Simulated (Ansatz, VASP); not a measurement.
# Two plane-wave programs on AlP

Contents of INCAR:

```
PREC = Accurate
ENCUT = 520
EDIFF = 1E-6
ISMEAR = 0
SIGMA = 0.01
LREAL = False
LASPH = True
NELM = 60
ALGO = Normal
ISIF = 2
LWAVE = False
LCHARG = False
GGA = PS
NBANDS = 11
```

File KPOINTS:

```
Automatic mesh
0
Gamma
  6 6 6
```

The input POSCAR:

```
AlP
1.0
    0.0000000000      2.7392607939      2.7392607939
    2.7392607939      0.0000000000      2.7392607939
    2.7392607939      2.7392607939      0.0000000000
Al P
1 1
Direct
    0.0000000000      0.0000000000      0.0000000000
    0.2500000000      0.2500000000      0.2500000000
```

Input for Ansatz:

```yaml
crystal:
  lattice:
    - [0.0, 2.7392607939, 2.7392607939]
    - [2.7392607939, 0.0, 2.7392607939]
    - [2.7392607939, 2.7392607939, 0.0]
  atoms:
    - { symbol: Al, position: [0.0, 0.0, 0.0] }
    - { symbol: P, position: [0.25, 0.25, 0.25] }
kpoints:
  mp_grid: { grid: [6, 6, 6] }
hamiltonian:
  xc: pbesol
scf:
  occupations: { method: fixed }
  n_extra_bands: 4
output:
  forces: true
  stress: true
  eigenvalues: true
  write_density: true
  write_potential: true
  elf: true
  volumetric_format: npy
```

Alike in both runs: task single point; functional PBEsol; k mesh 6 × 6 × 6; no spin polarisation.

|  | VASP | Ansatz |
| --- | --- | --- |
| version | VASP 6.6.1 | Ansatz 0.2.0 |
| potentials or method | VASP PAW PBE potentials, release 64 (Al, P) | plane waves, PAW |
| plane-wave cutoff (eV) | 520 | 420 |
| occupations | gaussian, width 0.01 eV | fixed |
| valence electrons in the cell | 8 | 8 |

Ansatz gave:

```
gap on the k mesh at the Fermi level (eV) : 1.46
pressure (GPa)                            : -0.3
```

Question: What did VASP give for the same quantities?

Answer: gap on the k mesh at the Fermi level (eV): 1.45; pressure (GPa): -0.3.

Caveats: the PAW data sets were made with another functional, which shifts forces and pressure a little (VASP). A k mesh can miss the band edges.
